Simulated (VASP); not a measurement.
# ZnSe: band structure with HSE06

**Measured values to compare with.**

From “Alloy Disordering Effects on the Thermal Conductivity and Energy Gap Temperature Dependence of Cd1−xZnxSe Ternary Crystals Grown by the Bridgman Method”, 2023, pmc:10253836, for a bulk crystal of ZnSe at 300 K: band gap 2.695 ± 0.003 eV (an exciton energy, a little under the gap).

The system is ZnSe.

```
CELL_PARAMETERS angstrom
0.00000 2.82066 2.82066
2.82066 0.00000 2.82066
2.82066 2.82066 0.00000
ATOMIC_POSITIONS crystal
Zn 0.00000 0.00000 0.00000
Se 0.25000 0.25000 0.25000
```

```json
{
 "Program": "VASP 6.6.1",
 "Task": "band structure",
 "Functional": "HSE06",
 "Potentials or basis": "VASP PAW PBE potentials, release 64 (Zn, Se)",
 "Cutoff": "520 eV",
 "k mesh": "6 × 6 × 6",
 "Occupations": "gaussian, width 0.03 eV",
 "Spin": "no spin polarisation",
 "Grid for exact exchange (PRECFOCK)": "Fast",
 "Screening parameter": "0.2 1/A",
 "Further INCAR settings": "ALGO = Normal; EDIFF = 1e-06; NBANDS = 16"
}
```

```json
{"Pressure": "2.1 GPa", "Band gap on the k mesh": "2.49 eV, direct", "Band gap along the path": "2.49 eV, direct"}
```

Levels at points of the mesh, in eV from the valence-band top:
| k point | band 7 | band 8 | band 9 | band 10 | band 11 | band 12 |
| --- | --- | --- | --- | --- | --- | --- |
| (0.00, 0.00, 0.00) | 0.00 | 0.00 | 0.00 | 2.49 | 6.96 | 6.96 |
| (0.50, 0.00, 0.00) | -5.64 | -0.94 | -0.94 | 3.70 | 7.51 | 7.51 |
| (0.50, 0.50, 0.00) | -5.21 | -2.37 | -2.37 | 3.84 | 4.52 | 12.31 |

Run time: 6.7 min on 4 MPI ranks on AMD EPYC 9R14 (Zen 4), with other jobs on the host, peak memory 0.28 GiB a rank.

Measured gap of ZnSe: 2.695 eV (an exciton energy, a little under the gap; 300 K; “Alloy Disordering Effects on the Thermal Conductivity and Energy Gap Temperature Dependence of Cd1−xZnxSe Ternary Crystals Grown by the Bridgman Method”, 2023, pmc:10253836). This calculation gives 2.49 eV (-0.21 eV). Spin-orbit coupling on Se is left out. The value is that of HSE06, without temperature or zero-point motion.

Caveat: the PAW data sets were made with another functional, which shifts forces and pressure a little.
